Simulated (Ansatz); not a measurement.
## Strain and the gap of KI (wurtzite)

KI (wurtzite) (it has left that coordination), relaxed with r2SCAN in the plane-wave code Ansatz. Space group P6_3/mmc (No. 194), hexagonal; conventional cell a = 6.039 Å, c = 7.039 Å, 55.59 Å³ an atom. K is surrounded by 5 I at 3.49–3.52 Å; I is surrounded by 5 K at 3.49–3.52 Å. The cell started from the wurtzite prototype, but the relaxation took it to the higher symmetry P6_3/mmc (No. 194), so the name no longer describes it.

The axes x, y and z are those of this cell:
```yaml
crystal:
  lattice:
    - [6.03945, 0.00000, 0.00000]
    - [-3.01973, 5.23032, 0.00000]
    - [0.00000, 0.00000, 7.03912]
  atoms:
    - { symbol: K, position: [0.33333, 0.66667, 0.93750] }
    - { symbol: K, position: [0.66667, 0.33333, 0.43750] }
    - { symbol: I, position: [0.33333, 0.66667, 0.43750] }
    - { symbol: I, position: [0.66667, 0.33333, 0.93750] }
```

Unstrained: PBE gives a direct gap of 3.789 eV at Γ. With r2SCAN the gap is 4.351 eV and direct, at Γ. HSE06 gives a direct gap of 4.736 eV at Γ. Meshes: PBE 6×6×4, r2SCAN 6×6×4, HSE06 6×6×4. Strains are changes of length per length. After each strain the atoms were relaxed again with r2SCAN in this cell and within any symmetry left, so distortions that break it or need a larger cell weren't tested; points keep the names that they have in the unstrained zone. All values are calculated for a non-magnetic cell, which may be hypothetical.

Changes of the least gap in eV (an overlap counts as a negative gap):
```json
{"strain": "isotropic -2.0 % on every length", "volume change (%)": "-5.9", "space group": "P6_3/mmc", "PBE": "+0.074", "r2SCAN": "+0.059", "HSE06": "+0.077", "energy rise, r2SCAN (meV/atom)": "6.4"}
{"strain": "uniaxial +2.5 % along x", "volume change (%)": "+2.5", "space group": "Cmcm", "PBE": "-0.028", "r2SCAN": "-0.022", "HSE06": "-0.029", "energy rise, r2SCAN (meV/atom)": "1.2"}
{"strain": "epitaxial +2.5 % in the xy plane, free normal strain -0.52 %", "volume change (%)": "+4.5", "space group": "P6_3/mmc", "PBE": "-0.045", "r2SCAN": "-0.034", "HSE06": "-0.046", "energy rise, r2SCAN (meV/atom)": "4.3"}
```

Isotropic -2.0 % on every length. HSE06: the gap goes from 4.736 to 4.813 eV (+0.077 eV). Stress change with r2SCAN, compression positive: xx +0.60, yy +0.60, zz +0.75 GPa. For HSE06, dE_g/d ln V = -1.3 eV over this step.

Uniaxial +2.5 % along x, other directions held. HSE06: the gap goes from 4.736 to 4.707 eV (-0.029 eV). Stress change with r2SCAN, compression positive: xx -0.28, yy -0.25, zz -0.07 GPa.

Epitaxial +2.5 % in the xy plane, free normal strain -0.52 %. HSE06: the gap goes from 4.736 to 4.690 eV (-0.046 eV). Stress change with r2SCAN, compression positive: xx -0.47, yy -0.47, zz 0.00 GPa.

No spin-orbit coupling is included; it can move band edges with weight on the heavy atoms by tenths of an eV.

For some runs the program warns that the potential is rough where the density is thin, which bears on the empty states there.
